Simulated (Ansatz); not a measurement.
**MnSi under compression: one row to predict**

It was relaxed at this level from a cell as deposited in COD.

The calculation used DFT PBE, scalar-relativistic, plane waves, PAW in Ansatz. Plane waves to 420 eV, an 8×8×8 mesh through Γ for the 8-atom cell and 0.10 eV Gaussian smearing; collinear spin.

```
Mn Si
1.0
     4.51758    0.00000    0.00000
     0.00000    4.51758    0.00000
     0.00000    0.00000    4.51758
Mn Si
4 4
Cartesian
  0.6164 0.6164 0.6164
  1.6424 3.9012 2.8752
  2.8752 1.6424 3.9012
  3.9012 2.8752 1.6424
  3.8187 3.8187 3.8187
  2.9577 0.6989 1.5599
  1.5599 2.9577 0.6989
  0.6989 1.5599 2.9577
```

The cell was set to several volumes, with shape and atoms relaxed at each where symmetry leaves them free. Pressure is positive in compression, and energies count from the lowest row. No row has a gap on its mesh.

```csv
row,V (Å³/atom),P (GPa),ΔE (meV/atom),largest moment (μB)
1,10.142,34.45,133.8,0.73
2,10.487,?,?,?
3,10.833,14.52,30.1,0.89
4,11.179,6.72,7.3,0.95
5,11.525,0.01,0.0,0.99
6,11.870,-5.73,6.2,1.01
7,12.216,-10.61,24.0,1.03
8,12.677,-15.90,62.6,1.05
```

Question: Find B = −V·ΔP/ΔV from rows 4 and 6 and from rows 1 and 3, and from the two its slope B′ and its value B0 at zero pressure.

Answer: Rows 4 and 6 give −(11.179 + 11.870)/2 × (-5.73 − (6.72))/(11.870 − 11.179) = 207.6 GPa at a mean pressure of 0.49 GPa. Rows 1 and 3 give −(10.142 + 10.833)/2 × (14.52 − (34.45))/(10.833 − 10.142) = 302.5 GPa at a mean pressure of 24.48 GPa. So B′ = (302.5 − 207.6)/(24.48 − (0.49)) = 3.96 and B0 = 207.6 − 3.96 × (0.49) = 205.7 GPa. A third-order Birch–Murnaghan fit to all the energies gives B0 = 206.4 GPa and B′ = 4.1.

Question: Estimate the pressure and energy of row 2.

Answer: From row 5, V0 = 11.525 × (1 + (0.01)/205.7) = 11.526 Å³/atom. Murnaghan's form P = (B0/B′)·[(V0/V)^B′ − 1] gives (205.7/3.96) × [(11.526/10.487)^3.96 − 1] = 23.57 GPa; the computed pressure is 23.68 GPa, so the estimate is off by -0.11 GPa. The work of compression from row 3, with the mean of the two pressures, gives ΔE = 30.1 + (23.57 + 14.52)/2 × (10.833 − 10.487)/160.2 × 1000 = 71.2 meV/atom (1 eV/Å³ = 160.2 GPa); the computed value is 71.2 meV/atom. Its largest moment is 0.82 μB.

Another magnetic order may lie lower. All volumes keep the k mesh of the relaxed cell. The moments change along the series, which bends the curve. A later test with randomly moved atoms came back to the same energy, though modes that don't fit the test's cell weren't probed.
